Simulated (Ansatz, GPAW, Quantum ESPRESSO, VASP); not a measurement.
One calculation of Pt, 6 ways

```
Pt
1.0
     0.00000    1.96090    1.96090
     1.96090    0.00000    1.96090
     1.96090    1.96090    0.00000
Pt
1
Direct
  0.00000 0.00000 0.00000
```

Alike in all runs: task band structure; functional PBE; k mesh 12 × 12 × 12; occupations fermi-dirac, width 0.05 eV; no spin polarisation; no spin-orbit coupling. Pressure is positive in compression and, in plane waves, holds the error of the finite cutoff, which Ansatz's Pulay term estimates and takes out.

```json
{"program and potentials": "VASP, PBE PAW files Pt_sv_GW, 600 eV", "plane-wave cutoff (eV)": "600", "notes": "18 valence electrons an atom on average", "pressure (GPa)": "9.19"}
{"program and potentials": "VASP, PBE PAW files Pt, 520 eV", "plane-wave cutoff (eV)": "520", "notes": "10 valence electrons an atom on average", "pressure (GPa)": "9.73"}
{"program and potentials": "GPAW, GPAW PAW data sets (gpaw-data 1.2.1)", "plane-wave cutoff (eV)": "600", "notes": "16 valence electrons an atom on average", "pressure (GPa)": "9.78"}
{"program and potentials": "Quantum ESPRESSO, PseudoDojo 0.4.1 SR PBE standard", "plane-wave cutoff (eV)": "1143", "notes": "18 valence electrons an atom on average", "pressure (GPa)": "9.66"}
{"program and potentials": "Ansatz, all-electron LAPW, scalar-relativistic", "plane-wave cutoff (eV)": "-", "notes": "-", "pressure (GPa)": "10.22"}
{"program and potentials": "Ansatz, Ansatz PAW (files of its older set among them)", "plane-wave cutoff (eV)": "570", "notes": "18 valence electrons an atom on average", "pressure (GPa)": "10.34"}
```

The pressure spans 9.19 (VASP, PBE PAW files Pt_sv_GW, 600 eV) to 10.34 GPa (Ansatz, Ansatz PAW (files of its older set among them)), with all-electron results at 10.22.

The functional is the same throughout but for its coding, so the spread measures potentials, basis and numerics; runs on potential files found faulty are left out.

All six runs put platinum under compression at this volume, from 9.19 to 10.34 GPa. The cell is close to the measured ambient one, where the real metal is essentially free of stress, so the pressure probably reflects mainly PBE's known tendency to underbind the late 5d metals and make their equilibrium volume too large. Platinum's high bulk modulus, which comes from strong d bonding and the resistance of the filled shells to overlap, turns even a small error in lattice parameter into a pressure of several GPa. By the same argument, the spread between the runs corresponds to only a slight difference in equilibrium volume.

Treating more electrons as valence does not by itself bring the pressure closer to the all-electron value: the runs with 18 electrons include both the lowest and the highest results, and the one with 10 lies between them. This suggests that how the potentials are constructed matters as well as the size of the frozen core. Agreement in pressure doesn't establish equal agreement in the band energies.
